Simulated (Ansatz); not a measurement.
## BaS (Fm-3m) at 4 levels of theory

One geometry, relaxed with PBE; plane waves with PAW potentials in Ansatz, scalar-relativistic. No spin polarisation. Gaps are the least over mesh and band path; pressure is positive in compression, and isn't given for hybrids.

```cif
data_structure
_symmetry_space_group_name_H-M 'Fm-3m'
_symmetry_Int_Tables_number 225
_cell_length_a 6.4271
_cell_length_b 6.4271
_cell_length_c 6.4271
_cell_angle_alpha 90.000
_cell_angle_beta 90.000
_cell_angle_gamma 90.000
_cell_volume 265.49
loop_
_atom_site_label
_atom_site_type_symbol
_atom_site_symmetry_multiplicity
_atom_site_Wyckoff_symbol
_atom_site_fract_x
_atom_site_fract_y
_atom_site_fract_z
_atom_site_occupancy
Ba1 Ba 4 b 0.50000 0.00000 0.00000 1
S1 S 4 a 0.00000 0.00000 0.00000 1
```

| level | cutoff (eV) | k mesh | gap (eV) | pressure (GPa) |
| --- | --- | --- | --- | --- |
| PBE | 420 | 8×8×8 | 2.23 | 0.0 |
| r2SCAN | 500 | 8×8×8 | 2.58 | 0.0 |
| HSE06 | 420 | 6×6×6 | 3.14 | - |
| PBEsol | 420 | 8×8×8 | 2.11 | -1.9 |

Spin-orbit coupling matters for the bands of heavy elements and is left out.

It comes from a database structure that was distorted and then relaxed.
